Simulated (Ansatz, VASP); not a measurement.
This is a calculation of La for Ansatz 0.2.0. This isn't the form of La at room conditions, which is double hcp.

The input input.yaml:

```yaml
crystal:
  lattice:
    - [4.35804006, 0.0, 0.0]
    - [0.0, 4.35804006, 0.0]
    - [0.0, 0.0, 4.35804006]
  atoms:
    - { symbol: La, position: [0.0, 0.0, 0.0] }
    - { symbol: La, position: [0.5, 0.5, 0.5] }
hamiltonian:
  xc: lda
  pseudopotentials: { kind: paw }
kpoints:
  mp_grid: { grid: [6, 6, 6] }
scf:
  occupations: { method: gaussian, width: 0.05 }
output:
  forces: true
  stress: true
  write_density: true
  write_potential: true
  elf: true
  volumetric_format: npy
relax:
  f_tol: 0.01
  max_steps: 40
```

Potentials or basis: Ansatz PAW.

Run with:

```bash
$ ansatz run input.yaml --threads 1 --pin off --max-ram 3584MiB --backend cpu --events-out ev --progress --plain --runs-dir out
```

**Question.** Translate it to VASP 6.6.1. Potentials or basis there: LDA PAW files La, 520 eV.

**Answer.** As run (cutoffs and basis follow the program's own potentials, and thresholds, step limits or extra output files can differ):

The input INCAR:

```
PREC = Accurate ; ENCUT = 520
EDIFF = 1E-6 ; ISMEAR = 0
SIGMA = 0.05 ; LREAL = F
LASPH = T ; NELM = 60
ALGO = Normal ; ISIF = 2
LWAVE = F ; LCHARG = F
IBRION = 2 ; NSW = 60
EDIFFG = -0.01
```

La.cif

```cif
data_La
_cell_length_a 4.35804006
_cell_length_b 4.35804006
_cell_length_c 4.35804006
_cell_angle_alpha 90.00000000
_cell_angle_beta 90.00000000
_cell_angle_gamma 90.00000000
_space_group_name_H-M_alt 'Im-3m'
_space_group_name_Hall '-I 4 2 3'
_space_group_IT_number 229
loop_
_space_group_symop_operation_xyz
'x,y,z'
'-x,-y,-z'
'-y,x,z'
'y,-x,-z'
'-x,-y,z'
'x,y,-z'
'y,-x,z'
'-y,x,-z'
'x,-y,-z'
'-x,y,z'
'-y,-x,-z'
'y,x,z'
'-x,y,-z'
'x,-y,z'
'y,x,-z'
'-y,-x,z'
'z,x,y'
'-z,-x,-y'
'z,-y,x'
'-z,y,-x'
'z,-x,-y'
'-z,x,y'
'z,y,-x'
'-z,-y,x'
'-z,x,-y'
'z,-x,y'
'-z,-y,-x'
'z,y,x'
'-z,-x,y'
'z,x,-y'
'-z,y,x'
'z,-y,-x'
'y,z,x'
'-y,-z,-x'
'x,z,-y'
'-x,-z,y'
'-y,z,-x'
'y,-z,x'
'-x,z,y'
'x,-z,-y'
'-y,-z,x'
'y,z,-x'
'-x,-z,-y'
'x,z,y'
'y,-z,-x'
'-y,z,x'
'x,-z,y'
'-x,z,-y'
'x+1/2,y+1/2,z+1/2'
'-x+1/2,-y+1/2,-z+1/2'
'-y+1/2,x+1/2,z+1/2'
'y+1/2,-x+1/2,-z+1/2'
'-x+1/2,-y+1/2,z+1/2'
'x+1/2,y+1/2,-z+1/2'
'y+1/2,-x+1/2,z+1/2'
'-y+1/2,x+1/2,-z+1/2'
'x+1/2,-y+1/2,-z+1/2'
'-x+1/2,y+1/2,z+1/2'
'-y+1/2,-x+1/2,-z+1/2'
'y+1/2,x+1/2,z+1/2'
'-x+1/2,y+1/2,-z+1/2'
'x+1/2,-y+1/2,z+1/2'
'y+1/2,x+1/2,-z+1/2'
'-y+1/2,-x+1/2,z+1/2'
'z+1/2,x+1/2,y+1/2'
'-z+1/2,-x+1/2,-y+1/2'
'z+1/2,-y+1/2,x+1/2'
'-z+1/2,y+1/2,-x+1/2'
'z+1/2,-x+1/2,-y+1/2'
'-z+1/2,x+1/2,y+1/2'
'z+1/2,y+1/2,-x+1/2'
'-z+1/2,-y+1/2,x+1/2'
'-z+1/2,x+1/2,-y+1/2'
'z+1/2,-x+1/2,y+1/2'
'-z+1/2,-y+1/2,-x+1/2'
'z+1/2,y+1/2,x+1/2'
'-z+1/2,-x+1/2,y+1/2'
'z+1/2,x+1/2,-y+1/2'
'-z+1/2,y+1/2,x+1/2'
'z+1/2,-y+1/2,-x+1/2'
'y+1/2,z+1/2,x+1/2'
'-y+1/2,-z+1/2,-x+1/2'
'x+1/2,z+1/2,-y+1/2'
'-x+1/2,-z+1/2,y+1/2'
'-y+1/2,z+1/2,-x+1/2'
'y+1/2,-z+1/2,x+1/2'
'-x+1/2,z+1/2,y+1/2'
'x+1/2,-z+1/2,-y+1/2'
'-y+1/2,-z+1/2,x+1/2'
'y+1/2,z+1/2,-x+1/2'
'-x+1/2,-z+1/2,-y+1/2'
'x+1/2,z+1/2,y+1/2'
'y+1/2,-z+1/2,-x+1/2'
'-y+1/2,z+1/2,x+1/2'
'x+1/2,-z+1/2,y+1/2'
'-x+1/2,z+1/2,-y+1/2'
loop_
_atom_site_label
_atom_site_type_symbol
_atom_site_symmetry_multiplicity
_atom_site_Wyckoff_symbol
_atom_site_fract_x
_atom_site_fract_y
_atom_site_fract_z
_atom_site_occupancy
La1 La 2 a 0.0000000000 0.0000000000 0.0000000000 1
```

File KPOINTS:

```
regular mesh
0
Gamma
  6 6 6
```

POSCAR

```
La
 1.0000000000000000
     4.3580400600000004    0.0000000000000000    0.0000000000000000
     0.0000000000000000    4.3580400600000004    0.0000000000000000
     0.0000000000000000    0.0000000000000000    4.3580400600000004
 La 
   2
Cartesian
  0.0000000000000000  0.0000000000000000  0.0000000000000000
  2.1790200300000002  2.1790200300000002  2.1790200300000002
```

Potentials or basis: VASP PAW LDA potentials, release 64 (La).

Command:

```sh
$ ase convert -i cif -o vasp La.cif POSCAR
$ cat potpaw_LDA.64/La/POTCAR > POTCAR
$ mpirun -np 1 vasp_std > vasp.out
```

Both were run:

|  | Ansatz | VASP |
| --- | --- | --- |
| Pressure after relaxing | -5.0 GPa | -5.1 GPa |

Ansatz's pressure holds a Pulay term of +0.00 GPa for its cutoff of 420 eV, which the other run lacks.

Ansatz's potentials were made for PBE.

Where Ansatz's input types no cutoff or centring, it takes its own default and a Γ-centred mesh.

The two programs' LDA may be different fits to the electron gas.

Pressure is positive in compression.
